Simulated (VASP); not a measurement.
CuO (Tenorite), 4 atoms in the cell. It takes space group C2/c (No. 15, monoclinic). Conventional cell: a = 4.684 Å, b = 3.423 Å, c = 5.129 Å, α = 90.00°, β = 99.54°, γ = 90.00°. Cu (site symmetry -1) is surrounded by 4 O at 1.95 to 1.96 Å. O (site symmetry 2) is surrounded by 4 Cu at 1.95 to 1.96 Å. 

```yaml
Program: VASP 6.6.1
Task: single point
Functional: PBE
Potentials_or_basis: VASP PAW PBE potentials, release 64 (Cu, O)
Cutoff: 520 eV
k_mesh: 10 × 10 × 6
Occupations: methfessel-paxton, width 0.1 eV
Spin: no spin polarisation
Dipole_correction: no
Further_INCAR_settings: ALGO = Fast; EDIFF = 1e-06; NBANDS = 25
```

Potentials or basis: VASP PAW PBE potentials, release 64 (Cu, O).

Command:

```sh
$ cat potpaw_PBE.64/Cu/POTCAR potpaw_PBE.64/O/POTCAR > POTCAR
$ mpirun -np 1 vasp_std > vasp.out
```

Hardware: 1 thread of Intel(R) Xeon(R) 6975P-C (Granite Rapids), with other jobs on the host.

Question: Estimate the wall time of this run.

Answer: It took 69 s on 1 thread of Intel(R) Xeon(R) 6975P-C (Granite Rapids), on a shared host, peak memory 0.26 GiB. Counts: scf iterations 17, k points 172.
